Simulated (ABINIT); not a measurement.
Here is an ABINIT 10.8.3 (patched build) calculation.

Contents of run.abi:

```
# Datasets: one volume each
ndtset 7
getwfk -1
scalecart1 3*0.9795861087
scalecart2 3*0.9864848297
scalecart3 3*0.9932883884
scalecart4 3*1.0000000000
scalecart5 3*1.0066227096
scalecart6 3*1.0131594038
scalecart7 3*1.0196128224

# Pseudopotentials
pp_dirpath "./"
pseudos "P.upf, B.upf"

# Structure
acell 3*1.0
rprim
     0.0000000000     4.2877885768     4.2877885768
     4.2877885768     0.0000000000     4.2877885768
     4.2877885768     4.2877885768     0.0000000000
ntypat 2
znucl 15 5
natom 2
typat 1 2
xred
     0.7500000000     0.7500000000     0.7500000000
     0.0000000000     0.0000000000     0.0000000000

# Plane-wave basis
ecut 38.0

# k points
kptopt 1
ngkpt 10 10 10
nshiftk 1
shiftk 0.0 0.0 0.0

# Exchange and correlation
ixc -109134

# Bands and occupations
nband 8
occopt 3
tsmear 0.05 eV

# SCF cycle
nstep 100
tolvrs 1.0e-10

# Output
iomode 3
prtwf 1
prtden 0
prteig 0
prtebands 0
enunit 2
```

Potentials or basis: PseudoDojo NC SR PBE v0.4.1 standard.

Launch:

```console
$ abinit run.abi > log 2>&1
```

(1) What does it give for the equilibrium volume?

(2) What does it give for the pressure derivative of the bulk modulus?

(3) What does it give for the bulk modulus?

## Answers

(1) 11.78 Å³/atom.

(2) 3.8.

(3) 161 GPa.

Caveat: pressures at fixed basis lie under the slope of the energies; the potentials were made for another functional, which shifts forces and pressure.

**Experimental background.**

“Equation of state of single-crystal cubic boron phosphide”, 2014, arxiv:1407.1677 reports, for a bulk crystal of BP at 300 K: bulk modulus 179 ± 1 GPa.

A measured bulk modulus of BP is 179 GPa (300 K; “Equation of state of single-crystal cubic boron phosphide”, 2014, arxiv:1407.1677); the calculated 161 GPa misses it by -10.2 %. 3 values of this kind are on record (173 to 179 GPa); this one was drawn at random among those near their median, those with a stated uncertainty first. The fit is for a static lattice scaled at fixed shape and fixed fractional positions.
